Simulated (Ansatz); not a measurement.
# CdI2: how strain makes field gradients

```yaml
crystal:
  lattice:
    - [4.24400, 0.00000, 0.00000]
    - [-2.12200, 3.67541, 0.00000]
    - [0.00000, 0.00000, 6.85900]
  atoms:
    - { symbol: Cd, position: [0.00000, 0.00000, 0.00000] }
    - { symbol: I, position: [0.33333, 0.66667, 0.24920] }
    - { symbol: I, position: [0.66667, 0.33333, 0.75080] }
```

Atom numbers follow the list: Cd1, I2, I3.

The cell is COD entry 1539851, as deposited and not checked against the literature; nothing was relaxed. It differs from other determinations.

Computed with Ansatz 0.2.0, DFT, PBEsol, all-electron PAW with datasets made for the crystal, scalar-relativistic.

Numerical set-up: a Γ-centred 8×8×5 k mesh, Fermi–Dirac smearing of 0.03 eV, cutoff 240 eV (chosen by the program for this cell), no spin polarisation.

The strain is applied along the Cartesian axes of the cell as listed (the other components stay zero). Fractional coordinates are held (clamped ions).

The columns are Cartesian components of the electric field gradient at the nuclei, in 10²¹ V/m².

Spin–orbit coupling is left out, which moves gradients at and beside heavy atoms by some per cent and at worst by a factor of two.

Only quantities that a quadratic follows smoothly over the whole series are listed; rougher ones are left out.

```tsv
εzz	Vzz at Cd1	Vzz at I2
-0.0200	0.42	-7.87
-0.0100	0.26	-6.81
0.0000	0.10	-5.75
0.0200	-0.20	-3.64
```

(1) Fit the series and give the gradient–strain slopes.

(2) One run, at εzz = 0.0100, is withheld. Predict its row.

Results:

(1) Least-squares fits y = p0 + p1 x + p2 x² to the rows give Vzz at Cd1: p1 = -15.5, p2 = 23; Vzz at I2: p1 = 106, p2 = -11. The slopes p1 are in 10²¹ V/m² per unit strain, for clamped ions.

(2) The fits give -0.05, -4.69; the run gave -0.05, -4.69.
